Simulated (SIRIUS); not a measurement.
# Si2Mo (I4/mmm) in SIRIUS: equation of state, part 3 of 4

SIRIUS 7.12.0. Earlier steps stand in the parts before.

### Step 5. Equation of state, PBEsol, 13.68 Å³/atom (volume scaled by 1.02)

The input, sirius.json:

```json
{
  "control": {
    "processing_unit": "cpu",
    "std_evp_solver_name": "lapack",
    "gen_evp_solver_name": "lapack",
    "verbosity": 2,
    "print_forces": false,
    "ortho_rf": true,
    "use_second_variation": true,
    "rmt_max": 3.0,
    "num_bands_to_print": 24,
    "save_wf": true
  },
  "parameters": {
    "electronic_structure_method": "full_potential_lapwlo",
    "xc_functionals": ["XC_GGA_X_PBE_SOL", "XC_GGA_C_PBE_SOL"],
    "core_relativity": "dirac",
    "valence_relativity": "iora",
    "num_fv_states": 29,
    "smearing": "fermi_dirac",
    "smearing_width": 0.0018374661,
    "pw_cutoff": 20,
    "gk_cutoff": 3.52,
    "lmax_apw": 10,
    "lmax_rho": 8,
    "lmax_pot": 8,
    "num_mag_dims": 0,
    "auto_rmt": 0,
    "ngridk": [12, 12, 12],
    "shiftk": [0, 0, 0],
    "num_dft_iter": 80,
    "energy_tol": 1e-07,
    "density_tol": 1e-05,
    "use_symmetry": true
  },
  "settings": {"tol_ne": 1e-10},
  "iterative_solver": {"type": "exact"},
  "mixer": {"type": "anderson", "beta": 0.5, "max_history": 8},
  "unit_cell": {
    "lattice_vectors": [
      [-3.043585971, 3.043585971, 7.4767591619],
      [3.043585971, -3.043585971, 7.4767591619],
      [3.043585971, 3.043585971, -7.4767591619]
    ],
    "atom_types": ["Mo", "Si"],
    "atom_files": {"Mo": "Mo.json", "Si": "Si.json"},
    "atoms": {"Mo": [[0.0, 0.0, 0.0]], "Si": [[0.667, 0.667, 0.0], [0.333, 0.333, 0.0]]}
  }
}
```

The input, Mo.json:

```json
{
  "name": "molybdenum",
  "symbol": "Mo",
  "number": 42,
  "mass": 95.96,
  "rmin": 1e-06,
  "rmt": 2.5,
  "nrmt": 800,
  "rinf": 17.03,
  "core": "1s2s2p3s3p3d",
  "valence": [
    {"basis": [{"enu": 0.22, "dme": 0, "n": 0, "auto": 0}, {"enu": 0.22, "dme": 1, "n": 0, "auto": 0}]},
    {"l": 0, "n": 1, "basis": [{"enu": 0.32, "dme": 0, "n": 0, "auto": 0}]},
    {"l": 1, "n": 2, "basis": [{"enu": 0.32, "dme": 0, "n": 0, "auto": 0}]},
    {"l": 2, "n": 3, "basis": [{"enu": 0.32, "dme": 0, "n": 0, "auto": 0}]},
    {"l": 3, "n": 4, "basis": [{"enu": 0.32, "dme": 0, "n": 0, "auto": 0}]}
  ],
  "lo": [
    {"l": 0, "basis": [{"enu": 0.32, "dme": 0, "n": 0, "auto": 0}, {"enu": 0.32, "dme": 1, "n": 0, "auto": 0}]},
    {
      "l": 0,
      "basis": [{"enu": -1.8959, "dme": 0, "n": 4, "auto": 1}, {"enu": -1.8959, "dme": 1, "n": 4, "auto": 1}]
    },
    {
      "l": 0,
      "basis": [{"enu": -1.8959, "dme": 1, "n": 4, "auto": 1}, {"enu": 0.32, "dme": 0, "n": 0, "auto": 0}]
    },
    {"l": 0, "basis": [{"enu": 0.32, "dme": 0, "n": 0, "auto": 0}, {"enu": 2.88, "dme": 0, "n": 0, "auto": 0}]},
    {"l": 1, "basis": [{"enu": 0.32, "dme": 0, "n": 0, "auto": 0}, {"enu": 0.32, "dme": 1, "n": 0, "auto": 0}]},
    {
      "l": 1,
      "basis": [{"enu": -0.9513, "dme": 0, "n": 4, "auto": 1}, {"enu": -0.9513, "dme": 1, "n": 4, "auto": 1}]
    },
    {
      "l": 1,
      "basis": [{"enu": -0.9513, "dme": 1, "n": 4, "auto": 1}, {"enu": 0.32, "dme": 0, "n": 0, "auto": 0}]
    },
    {"l": 1, "basis": [{"enu": 0.32, "dme": 0, "n": 0, "auto": 0}, {"enu": 3.264, "dme": 0, "n": 0, "auto": 0}]},
    {"l": 2, "basis": [{"enu": 0.32, "dme": 0, "n": 0, "auto": 0}, {"enu": 0.32, "dme": 1, "n": 0, "auto": 0}]},
    {"l": 2, "basis": [{"enu": 0.32, "dme": 1, "n": 0, "auto": 0}, {"enu": 0.32, "dme": 2, "n": 0, "auto": 0}]},
    {"l": 2, "basis": [{"enu": 0.32, "dme": 0, "n": 0, "auto": 0}, {"enu": 2.816, "dme": 0, "n": 0, "auto": 0}]},
    {"l": 3, "basis": [{"enu": 0.32, "dme": 0, "n": 0, "auto": 0}, {"enu": 0.32, "dme": 1, "n": 0, "auto": 0}]},
    {"l": 3, "basis": [{"enu": 0.32, "dme": 0, "n": 0, "auto": 0}, {"enu": 3.104, "dme": 0, "n": 0, "auto": 0}]}
  ],
  "free_atom": [... radial grid and density of the free atom, the start of the SCF ...]
}
```

The input, Si.json:

```json
{
  "name": "silicon",
  "symbol": "Si",
  "number": 14,
  "mass": 28.0855,
  "rmin": 1e-06,
  "rmt": 2.26,
  "nrmt": 800,
  "rinf": 17.42,
  "core": "1s",
  "valence": [
    {"basis": [{"enu": 0.22, "dme": 0, "n": 0, "auto": 0}, {"enu": 0.22, "dme": 1, "n": 0, "auto": 0}]},
    {"l": 0, "n": 1, "basis": [{"enu": 0.2467, "dme": 0, "n": 0, "auto": 0}]},
    {"l": 1, "n": 2, "basis": [{"enu": 0.32, "dme": 0, "n": 0, "auto": 0}]},
    {"l": 2, "n": 3, "basis": [{"enu": 0.32, "dme": 0, "n": 0, "auto": 0}]},
    {"l": 3, "n": 4, "basis": [{"enu": 0.32, "dme": 0, "n": 0, "auto": 0}]}
  ],
  "lo": [
    {
      "l": 0,
      "basis": [{"enu": 0.2467, "dme": 0, "n": 0, "auto": 0}, {"enu": 0.2467, "dme": 1, "n": 0, "auto": 0}]
    },
    {
      "l": 0,
      "basis": [{"enu": -4.6207, "dme": 0, "n": 2, "auto": 1}, {"enu": -4.6207, "dme": 1, "n": 2, "auto": 1}]
    },
    {
      "l": 0,
      "basis": [{"enu": -4.6207, "dme": 1, "n": 2, "auto": 1}, {"enu": 0.2467, "dme": 0, "n": 0, "auto": 0}]
    },
    {
      "l": 0,
      "basis": [{"enu": 0.2467, "dme": 0, "n": 0, "auto": 0}, {"enu": 3.3793, "dme": 0, "n": 0, "auto": 0}]
    },
    {"l": 1, "basis": [{"enu": 0.32, "dme": 0, "n": 0, "auto": 0}, {"enu": 0.32, "dme": 1, "n": 0, "auto": 0}]},
    {
      "l": 1,
      "basis": [{"enu": -3.0398, "dme": 0, "n": 2, "auto": 1}, {"enu": -3.0398, "dme": 1, "n": 2, "auto": 1}]
    },
    {
      "l": 1,
      "basis": [{"enu": -3.0398, "dme": 1, "n": 2, "auto": 1}, {"enu": 0.32, "dme": 0, "n": 0, "auto": 0}]
    },
    {"l": 1, "basis": [{"enu": 0.32, "dme": 0, "n": 0, "auto": 0}, {"enu": 3.9225, "dme": 0, "n": 0, "auto": 0}]},
    {"l": 2, "basis": [{"enu": 0.32, "dme": 0, "n": 0, "auto": 0}, {"enu": 0.32, "dme": 1, "n": 0, "auto": 0}]},
    {"l": 2, "basis": [{"enu": 0.32, "dme": 1, "n": 0, "auto": 0}, {"enu": 0.32, "dme": 2, "n": 0, "auto": 0}]},
    {"l": 2, "basis": [{"enu": 0.32, "dme": 0, "n": 0, "auto": 0}, {"enu": 3.3743, "dme": 0, "n": 0, "auto": 0}]},
    {"l": 3, "basis": [{"enu": 0.32, "dme": 0, "n": 0, "auto": 0}, {"enu": 0.32, "dme": 1, "n": 0, "auto": 0}]}
  ],
  "free_atom": [... radial grid and density of the free atom, the start of the SCF ...]
}
```

The input, sirius_start.json:

```json
{
  "control": {
    "processing_unit": "cpu",
    "std_evp_solver_name": "lapack",
    "gen_evp_solver_name": "lapack",
    "verbosity": 1,
    "print_forces": false,
    "ortho_rf": true,
    "use_second_variation": true,
    "rmt_max": 3.0,
    "num_bands_to_print": 24,
    "save_wf": false
  },
  "parameters": {
    "electronic_structure_method": "full_potential_lapwlo",
    "xc_functionals": ["XC_LDA_X", "XC_LDA_C_PW"],
    "core_relativity": "dirac",
    "valence_relativity": "iora",
    "num_fv_states": 29,
    "smearing": "fermi_dirac",
    "smearing_width": 0.0055123983,
    "pw_cutoff": 20,
    "gk_cutoff": 2.82,
    "lmax_apw": 10,
    "lmax_rho": 8,
    "lmax_pot": 8,
    "num_mag_dims": 0,
    "auto_rmt": 0,
    "ngridk": [5, 5, 5],
    "shiftk": [0, 0, 0],
    "num_dft_iter": 30,
    "energy_tol": 0.01,
    "density_tol": 0.05,
    "use_symmetry": true
  },
  "settings": {"tol_ne": 1e-10},
  "iterative_solver": {"type": "exact"},
  "mixer": {"type": "anderson", "beta": 0.5, "max_history": 8},
  "unit_cell": {
    "lattice_vectors": [
      [-3.043585971, 3.043585971, 7.4767591619],
      [3.043585971, -3.043585971, 7.4767591619],
      [3.043585971, 3.043585971, -7.4767591619]
    ],
    "atom_types": ["Mo", "Si"],
    "atom_files": {"Mo": "Mo.json", "Si": "Si.json"},
    "atoms": {"Mo": [[0.0, 0.0, 0.0]], "Si": [[0.667, 0.667, 0.0], [0.333, 0.333, 0.0]]}
  }
}
```

On the command line:

```console
OMP_NUM_THREADS=1 sirius.scf --input=sirius_start.json --output=start.json
OMP_NUM_THREADS=1 sirius.scf --input=sirius.json --output=output.json --task=1
```

It took 91 s on 1 thread of Intel Xeon 6975P-C (Granite Rapids), shared host; peak memory 0.91 GiB.

Results (log left out):

```yaml
Free_energy: -125894.1302 eV
Band_gap_on_the_k_mesh: none (metal or under the smearing width)
All_electrons_inside_the_program's_atomic_spheres: Mo 40.43; Si 12.48 (radii Mo 2.5, Si 2.26 bohr)
```

### Step 6. Equation of state, PBEsol, 13.95 Å³/atom (volume scaled by 1.04)

sirius.json, as its differences from that of step 5:

```diff
@@ -40,5 +40,5 @@
     "lattice_vectors": [
-      [-3.043585971, 3.043585971, 7.4767591619],
-      [3.043585971, -3.043585971, 7.4767591619],
-      [3.043585971, 3.043585971, -7.4767591619]
+      [-3.0633500701, 3.0633500701, 7.5253109065],
+      [3.0633500701, -3.0633500701, 7.5253109065],
+      [3.0633500701, 3.0633500701, -7.5253109065]
     ],
```

The input, Mo.json:

```json
{
  "name": "molybdenum",
  "symbol": "Mo",
  "number": 42,
  "mass": 95.96,
  "rmin": 1e-06,
  "rmt": 2.5,
  "nrmt": 800,
  "rinf": 17.03,
  "core": "1s2s2p3s3p3d",
  "valence": [
    {"basis": [{"enu": 0.21, "dme": 0, "n": 0, "auto": 0}, {"enu": 0.21, "dme": 1, "n": 0, "auto": 0}]},
    {"l": 0, "n": 1, "basis": [{"enu": 0.31, "dme": 0, "n": 0, "auto": 0}]},
    {"l": 1, "n": 2, "basis": [{"enu": 0.31, "dme": 0, "n": 0, "auto": 0}]},
    {"l": 2, "n": 3, "basis": [{"enu": 0.31, "dme": 0, "n": 0, "auto": 0}]},
    {"l": 3, "n": 4, "basis": [{"enu": 0.31, "dme": 0, "n": 0, "auto": 0}]}
  ],
  "lo": [
    {"l": 0, "basis": [{"enu": 0.31, "dme": 0, "n": 0, "auto": 0}, {"enu": 0.31, "dme": 1, "n": 0, "auto": 0}]},
    {
      "l": 0,
      "basis": [{"enu": -1.9059, "dme": 0, "n": 4, "auto": 1}, {"enu": -1.9059, "dme": 1, "n": 4, "auto": 1}]
    },
    {
      "l": 0,
      "basis": [{"enu": -1.9059, "dme": 1, "n": 4, "auto": 1}, {"enu": 0.31, "dme": 0, "n": 0, "auto": 0}]
    },
    {"l": 0, "basis": [{"enu": 0.31, "dme": 0, "n": 0, "auto": 0}, {"enu": 2.87, "dme": 0, "n": 0, "auto": 0}]},
    {"l": 1, "basis": [{"enu": 0.31, "dme": 0, "n": 0, "auto": 0}, {"enu": 0.31, "dme": 1, "n": 0, "auto": 0}]},
    {
      "l": 1,
      "basis": [{"enu": -0.9613, "dme": 0, "n": 4, "auto": 1}, {"enu": -0.9613, "dme": 1, "n": 4, "auto": 1}]
    },
    {
      "l": 1,
      "basis": [{"enu": -0.9613, "dme": 1, "n": 4, "auto": 1}, {"enu": 0.31, "dme": 0, "n": 0, "auto": 0}]
    },
    {"l": 1, "basis": [{"enu": 0.31, "dme": 0, "n": 0, "auto": 0}, {"enu": 3.254, "dme": 0, "n": 0, "auto": 0}]},
    {"l": 2, "basis": [{"enu": 0.31, "dme": 0, "n": 0, "auto": 0}, {"enu": 0.31, "dme": 1, "n": 0, "auto": 0}]},
    {"l": 2, "basis": [{"enu": 0.31, "dme": 1, "n": 0, "auto": 0}, {"enu": 0.31, "dme": 2, "n": 0, "auto": 0}]},
    {"l": 2, "basis": [{"enu": 0.31, "dme": 0, "n": 0, "auto": 0}, {"enu": 2.806, "dme": 0, "n": 0, "auto": 0}]},
    {"l": 3, "basis": [{"enu": 0.31, "dme": 0, "n": 0, "auto": 0}, {"enu": 0.31, "dme": 1, "n": 0, "auto": 0}]},
    {"l": 3, "basis": [{"enu": 0.31, "dme": 0, "n": 0, "auto": 0}, {"enu": 3.094, "dme": 0, "n": 0, "auto": 0}]}
  ],
  "free_atom": [... radial grid and density of the free atom, the start of the SCF ...]
}
```

The input, Si.json:

```json
{
  "name": "silicon",
  "symbol": "Si",
  "number": 14,
  "mass": 28.0855,
  "rmin": 1e-06,
  "rmt": 2.26,
  "nrmt": 800,
  "rinf": 17.42,
  "core": "1s",
  "valence": [
    {"basis": [{"enu": 0.21, "dme": 0, "n": 0, "auto": 0}, {"enu": 0.21, "dme": 1, "n": 0, "auto": 0}]},
    {"l": 0, "n": 1, "basis": [{"enu": 0.2367, "dme": 0, "n": 0, "auto": 0}]},
    {"l": 1, "n": 2, "basis": [{"enu": 0.31, "dme": 0, "n": 0, "auto": 0}]},
    {"l": 2, "n": 3, "basis": [{"enu": 0.31, "dme": 0, "n": 0, "auto": 0}]},
    {"l": 3, "n": 4, "basis": [{"enu": 0.31, "dme": 0, "n": 0, "auto": 0}]}
  ],
  "lo": [
    {
      "l": 0,
      "basis": [{"enu": 0.2367, "dme": 0, "n": 0, "auto": 0}, {"enu": 0.2367, "dme": 1, "n": 0, "auto": 0}]
    },
    {
      "l": 0,
      "basis": [{"enu": -4.6307, "dme": 0, "n": 2, "auto": 1}, {"enu": -4.6307, "dme": 1, "n": 2, "auto": 1}]
    },
    {
      "l": 0,
      "basis": [{"enu": -4.6307, "dme": 1, "n": 2, "auto": 1}, {"enu": 0.2367, "dme": 0, "n": 0, "auto": 0}]
    },
    {
      "l": 0,
      "basis": [{"enu": 0.2367, "dme": 0, "n": 0, "auto": 0}, {"enu": 3.3693, "dme": 0, "n": 0, "auto": 0}]
    },
    {"l": 1, "basis": [{"enu": 0.31, "dme": 0, "n": 0, "auto": 0}, {"enu": 0.31, "dme": 1, "n": 0, "auto": 0}]},
    {
      "l": 1,
      "basis": [{"enu": -3.0498, "dme": 0, "n": 2, "auto": 1}, {"enu": -3.0498, "dme": 1, "n": 2, "auto": 1}]
    },
    {
      "l": 1,
      "basis": [{"enu": -3.0498, "dme": 1, "n": 2, "auto": 1}, {"enu": 0.31, "dme": 0, "n": 0, "auto": 0}]
    },
    {"l": 1, "basis": [{"enu": 0.31, "dme": 0, "n": 0, "auto": 0}, {"enu": 3.9125, "dme": 0, "n": 0, "auto": 0}]},
    {"l": 2, "basis": [{"enu": 0.31, "dme": 0, "n": 0, "auto": 0}, {"enu": 0.31, "dme": 1, "n": 0, "auto": 0}]},
    {"l": 2, "basis": [{"enu": 0.31, "dme": 1, "n": 0, "auto": 0}, {"enu": 0.31, "dme": 2, "n": 0, "auto": 0}]},
    {"l": 2, "basis": [{"enu": 0.31, "dme": 0, "n": 0, "auto": 0}, {"enu": 3.3643, "dme": 0, "n": 0, "auto": 0}]},
    {"l": 3, "basis": [{"enu": 0.31, "dme": 0, "n": 0, "auto": 0}, {"enu": 0.31, "dme": 1, "n": 0, "auto": 0}]}
  ],
  "free_atom": [... radial grid and density of the free atom, the start of the SCF ...]
}
```

sirius_start.json, as its differences from that of step 5:

```diff
@@ -40,5 +40,5 @@
     "lattice_vectors": [
-      [-3.043585971, 3.043585971, 7.4767591619],
-      [3.043585971, -3.043585971, 7.4767591619],
-      [3.043585971, 3.043585971, -7.4767591619]
+      [-3.0633500701, 3.0633500701, 7.5253109065],
+      [3.0633500701, -3.0633500701, 7.5253109065],
+      [3.0633500701, 3.0633500701, -7.5253109065]
     ],
```

Potentials or basis: all-electron FP-LAPW, apw+lo standard.

On the command line:

```console
OMP_NUM_THREADS=1 sirius.scf --input=sirius_start.json --output=start.json
OMP_NUM_THREADS=1 sirius.scf --input=sirius.json --output=output.json --task=1
```

Run time: 95 s. Hardware: 1 thread of Intel Xeon 6975P-C (Granite Rapids), shared host; peak memory 0.91 GiB.

The run converged. Its results:

```
Free energy                                       : -125894.0873 eV
Band gap on the k mesh                            : none (metal or under the smearing width)
All electrons inside the program's atomic spheres : Mo 40.38; Si 12.45 (radii Mo 2.5, Si 2.26 bohr)
```

(Part 3 of 4 ends here.)
